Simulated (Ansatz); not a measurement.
## AgCl, one cell by several methods

```
CELL_PARAMETERS angstrom
3.43397 0.00000 0.00000
0.00000 3.43397 0.00000
0.00000 0.00000 3.43397
ATOMIC_POSITIONS crystal
Ag 0.00000 0.00000 0.00000
Cl 0.50000 0.50000 0.50000
```

Atom numbers follow the list: Ag1, Cl2.

The cell is the one relaxed in the Materials Project (mp-726265), not relaxed further here; entries there can be hypothetical.

Levels of theory: DFT, PBE, PAW with Ansatz's default frozen-core files, scalar-relativistic (Ansatz 0.2.0); DFT, PBE, all-electron LAPW, scalar-relativistic (Ansatz 0.2.0).

For PAW: a Γ-centred 9×9×9 k mesh, Fermi–Dirac smearing of 0.01 eV, cutoff 420 eV, no spin polarisation. LAPW targets a basis error of 1 meV/atom. The Ansatz runs share mesh, smearing and spin set-up. Plane-wave (PAW) pressures include the program's estimate of the Pulay term.

Stress and pressure are positive in compression.

Levels count from the top of the valence band.

PAW results:

```tsv
quantity	PAW
pressure (GPa)	-0.12
band gap (eV)	0.574
highest filled level at R (eV)	-0.173
lowest empty level at R (eV)	4.784
highest filled level at Γ (eV)	-1.501
lowest empty level at Γ (eV)	0.574
highest filled level at M (eV)	-0.877
lowest empty level at M (eV)	2.803
```

(1) What does full-potential LAPW give for the same quantities?

Answers

(1) 
```tsv
quantity	LAPW
pressure (GPa)	-0.12
band gap (eV)	0.576
highest filled level at R (eV)	-0.174
lowest empty level at R (eV)	4.786
highest filled level at Γ (eV)	-1.500
lowest empty level at Γ (eV)	0.576
highest filled level at M (eV)	-0.877
lowest empty level at M (eV)	2.804
```
